# Is LDA's high bulk modulus for molybdenum a second error, or the same one twice?

**Question**

I'm comparing density functionals for body-centred cubic molybdenum because I need both its lattice size and its stiffness.

Plane-wave PAW DFT with ABINIT 10.8.3 for body-centred cubic Mo (given cell 15.89 Å³/atom), without spin polarisation, spin–orbit coupling or dispersion correction. All runs use a 12 × 12 × 12 k-point mesh and Fermi–Dirac smearing of 0.05 eV. Volumes, moduli and slopes come from fits to energies at seven volumes between 14.94 and 16.85 Å³/atom.

| functional | potentials | wave cutoff | equilibrium volume (Å³/atom) | equilibrium volume change (% of the given cell) | bulk modulus (GPa) | bulk modulus slope |
| --- | --- | --- | --- | --- | --- | --- |
| LDA | JTH-PAW-LDA-v2.0 | 571.439 eV | 15.077 | -5.130 | 295.60 | 4.290 |
| PBE | JTH-PAW-PBE-v2.0 | 571.439 eV | 15.796 | -0.600 | 262.40 | 4.290 |
| revPBE | JTH-PAW-PBE-v2.0 | 408.171 eV | 15.934 | 0.260 | 254.70 | 4.580 |
| RPBE | JTH-PAW-PBE-v2.0 | 408.171 eV | 15.991 | 0.620 | 251.60 | 4.580 |
| BLYP | JTH-PAW-PBE-v2.0 | 408.171 eV | 16.435 | 3.420 | 232.90 | 4.610 |
| r2SCAN | JTH-PAW-PBE-v2.0 | 435.382 eV | 15.698 | -1.220 | 272.30 | 3.980 |
| BP86 | JTH-PAW-PBE-v2.0 | 408.171 eV | 15.863 | -0.180 | 259.40 | 4.480 |
| HCTH407 | JTH-PAW-PBE-v2.0 | 408.171 eV | 15.289 | -3.790 | 275.60 | 4.710 |
| LDA-PZ | JTH-PAW-LDA-v2.0 | 408.171 eV | 15.093 | -5.030 | 299.20 | 4.560 |
| PW91 | JTH-PAW-PBE-v2.0 | 408.171 eV | 15.813 | -0.490 | 261.90 | 4.590 |
| WC | JTH-PAW-PBE-v2.0 | 408.171 eV | 15.447 | -2.800 | 282.40 | 4.570 |
| rPW86PBE | JTH-PAW-PBE-v2.0 | 408.171 eV | 16.431 | 3.400 | 237.40 | 4.530 |

LDA gives a much smaller equilibrium volume than PBE, 15.08 against 15.80 Å³ per atom, and a higher bulk modulus, 296 against 262 GPa. BLYP goes the other way on both counts. Does LDA make the bonds too stiff as well as too short? And can I tell from these numbers which functionals are failing, and why?

**Answer**

The two LDA symptoms have one main origin. LDA lets the crystal settle at too small a volume, and a compressed metal is stiffer. Put LDA and PBE at the same volume and LDA turns out to be the softer of the two.

The table has no measured values, so the direction of the error has to come from general experience. As a rough recollection, LDA puts the volume of molybdenum about 3% too low, PBE between 1 and 2% too high, and BLYP several per cent too high. By the same recollection, LDA's bulk modulus is too high and BLYP's too low. The lattice here is static, but zero-point motion and warming to room temperature would expand it by well under 1%, too little to repair LDA. The percentages in the table are changes from the cell that was supplied and shouldn't be read as errors against experiment.

**Why the volumes differ**

LDA treats each small region of the crystal as if it belonged to a uniform electron gas. Gradient-corrected functionals such as PBE also respond to how quickly the density varies, and their exchange part lowers the energy where that variation is strong; the correlation part works the other way and cancels some of this. Pulling atoms apart thins the density between them and makes it less even. The correction therefore favours a larger crystal and acts like an outward push that LDA lacks. That is the usual explanation; these runs don't show where in the crystal the push arises.

The calculated pressures show the size of this push. At 15.57 Å³ per atom, PBE gives a pressure 12.8 GPa higher than LDA does. At 16.21 Å³ the difference has shrunk to 11.9 GPa. LDA and PBE were run with different atomic datasets, so the difference includes any effect of those, but the two runs share the same plane-wave cutoff. In tests on other systems, the makers of these data found that pressures taken at a fixed basis lie below the slope of the energies. In the runs here, the pressures near the minima lie below those implied by the energy fits by at most a few tenths of a GPa, and the moduli from the energy fits, compared below, show the same trend.

The shrinking matters as much as the push itself. If an outward push weakens as the crystal expands, the total pressure falls faster with volume. A faster fall in pressure is exactly what a higher bulk modulus means. At a fixed volume, then, going from LDA to PBE adds stiffness.

**Comparing stiffness at one volume**

Each modulus in the table belongs to that functional's own equilibrium volume. To compare the functionals fairly, move them all to the supplied cell, 15.89 Å³ per atom. Let V₀ be the equilibrium volume, B₀ the bulk modulus there, and B′ the bulk modulus slope, which is the rise of the modulus per unit of pressure. If B′ stays constant, a small volume change dV changes the modulus B by dB = −B′B dV/V, and adding up these steps gives

B(V) = B₀ (V₀/V)^B′.

For LDA this is 295.6 × (15.077/15.89)^4.29, or about 236 GPa. The same step for PBE gives about 256 GPa. LDA is thus 33 GPa stiffer than PBE when each sits at its own volume, but about 20 GPa softer when both have the same volume. Its high modulus comes from the compression, which more than makes up for its lower stiffness at equal volume. Softer than PBE needn't mean too soft, though: the table holds no measured modulus by which to judge either of them.

The formula has no adjustable constant of its own, though it does use the equation-of-state values in the table. The output below applies it to every functional and compares it with the modulus taken directly from pressures at neighbouring volumes. The two agree within 2 GPa throughout. They come from the same runs, so this tests the conversion between volumes, not the functionals.

**The opposite failure: too large and too soft**

BLYP mirrors LDA. At its own volume it is about 30 GPa softer than PBE, yet at the common volume it is about 16 GPa stiffer. Its crystal is soft because it has expanded so far. rPW86PBE behaves in the same way, with almost the same volume as BLYP.

That shared volume doesn't point to a shared fault. BLYP and BP86 use the same exchange but different correlation, and BLYP's volume is 0.57 Å³ larger. Here the change comes from swapping the correlation. LYP doesn't reproduce the uniform electron gas, which is a known weakness for metals, and its gradient part is expected to cancel less of the exchange push than the correlation in BP86 does. Either could enlarge the volume, and these runs don't separate the two.

rPW86PBE reaches the same volume by another route. It shares its correlation with revPBE but has different exchange, and its volume is 0.50 Å³ larger. By its formula, its exchange rewards moderate density variation more strongly, which would be expected to give a stronger outward push. A volume that is too large therefore shows that the balance is wrong, but only a pair differing in one part shows which part shifted it.

**The functional that breaks the pattern**

Among the functionals shown, which are a selection that leaves out failed runs and some others, a clearly smaller crystal is normally the stiffer one. HCTH407 is the exception: its volume is 0.16 Å³ smaller than WC's, yet its modulus is 7 GPa lower. At the common volume the gap widens to 18 GPa, so differing volumes can't explain it. At equal volume, HCTH407's energy curve bends less sharply. Part of that gap is the general trend, since at the common volume the functionals with smaller equilibrium volumes tend to be the softer ones. The clearer sign is that HCTH407, at 229.7 GPa, is softer there even than LDA, at 235.9 GPa, although its equilibrium volume is larger.

The pressures show how this happens. Relative to PBE, both functionals pull the crystal inward. Between 15.57 and 16.21 Å³, WC's pull weakens only from 6.1 to 5.8 GPa, whereas HCTH407's drops from 9.0 to 7.9 GPa. PBE was run at a higher cutoff than these two, but PW91 at the same cutoff gives the same picture as a reference: 6.4 to 6.1 GPa for WC and 9.3 to 8.2 GPa for HCTH407. An inward pull that fades on expansion removes stiffness, just as a fading outward push adds it.

Why HCTH407 behaves like this isn't settled by the data. Its flexible form was adjusted largely to molecules and isn't tied to the uniform electron gas, for which it is expected to give too negative an exchange–correlation energy at valence densities. That would account for an inward pull, though not obviously for one that fades this fast. Another possibility is the atomic datasets: HCTH407 was run with datasets made for PBE, and the error from that mismatch hasn't been tested. The same mismatch affects the other gradient-corrected functionals here, apart from PBE itself. HCTH407 also shows the clearest gap between its pressures and its energy fit: at 15.26 Å³ the pressure is 0.24 GPa where the fit implies about 0.60 GPa, so a numerical contribution to this row can't be ruled out.

**Which differences are too small to explain**

Not every difference between rows belongs to the functional. LDA and LDA-PZ describe nearly the same physics but were run at different cutoffs. Their moduli differ by 3.6 GPa and their modulus slopes by 0.27. PBE and PW91, which are also close relatives, show a similar jump in slope between the same two cutoffs.

The pressures show where the trouble sits. LDA-PZ minus LDA falls smoothly from 0.32 to 0.10 GPa over the first six volumes and then turns up to 0.17 GPa at the largest; PW91 minus PBE goes from 0.43 to 0.25 and back to 0.31 GPa. The same kink in two unrelated pairs points to the basis at the largest volume, and one displaced end point is expected to move a fitted slope strongly. The cutoff is therefore the likely cause, and the slopes shouldn't be used to rank functionals run at different cutoffs. The two LDA minima also lie near the small-volume end of the sampled range, which makes their moduli and slopes less certain. The volumes of PBE and PW91 are too close to rank. The reversals for LDA and BLYP are several times larger than these differences. r2SCAN is 0.10 Å³ smaller and 10 GPa stiffer than PBE, but it was run at a third cutoff with datasets made for PBE, and its run carried a warning about very low densities, so I wouldn't build an argument on that shift.

**What to do with this in practice**

Always quote a calculated modulus together with the volume at which it applies. If you fix the lattice at a measured size, don't combine it with a modulus calculated at the functional's own equilibrium: for LDA that would carry the stiffness of a compressed crystal into one that isn't compressed. When two functionals disagree on stiffness, first bring them to the same volume. Any disagreement that remains there comes from the energy curves themselves, not from the different equilibrium volumes, and it can be laid on the functional only when cutoff and datasets are matched.

Printed output of the fit:

```
Modulus at own and at common volume:
       row  own volume A3  own modulus GPa  common-volume modulus from table GPa  common-volume modulus from pressures GPa
       LDA          15.08            295.6                                 235.9                                     234.9
       PBE           15.8            262.4                                 255.7                                     256.1
    revPBE          15.93            254.7                                 257.8                                     259.6
      RPBE          15.99            251.6                                 258.9                                     260.7
      BLYP          16.43            232.9                                 271.9                                     273.1
    r2SCAN           15.7            272.3                                 259.3                                     260.8
      BP86          15.86            259.4                                 257.3                                       259
   HCTH407          15.29            275.6                                 229.7                                     229.9
    LDA-PZ          15.09            299.2                                 236.5                                     236.9
      PW91          15.81            261.9                                   256                                     257.8
        WC          15.45            282.4                                 248.1                                     249.4
  rPW86PBE          16.43            237.4                                 276.2                                     277.1
Largest disagreement of the two common-volume moduli, GPa: 1.805
LDA volume less PBE volume, percent of PBE: -4.552
LDA less PBE modulus at own volumes, GPa: 33.2
LDA less PBE modulus at common volume from table, GPa: -19.83
BLYP less PBE modulus at own volumes, GPa: -29.5
BLYP less PBE modulus at common volume from table, GPa: 16.25
PBE less LDA pressure at 15.57 A3, GPa: 12.78
PBE less LDA pressure at 16.21 A3, GPa: 11.93
PBE less HCTH407 pressure at 15.57 A3, GPa: 8.983
PBE less HCTH407 pressure at 16.21 A3, GPa: 7.934
PBE less WC pressure at 15.57 A3, GPa: 6.064
PBE less WC pressure at 16.21 A3, GPa: 5.793
BLYP less BP86 volume (same exchange), A3: 0.572
rPW86PBE less revPBE volume (same correlation), A3: 0.497
HCTH407 less WC volume, A3: -0.158
HCTH407 less WC modulus at own volumes, GPa: -6.8
HCTH407 less WC modulus at common volume from table, GPa: -18.33
LDA-PZ less LDA volume, A3: 0.016
LDA-PZ less LDA modulus at own volumes, GPa: 3.6
LDA-PZ less LDA modulus slope: 0.27
```
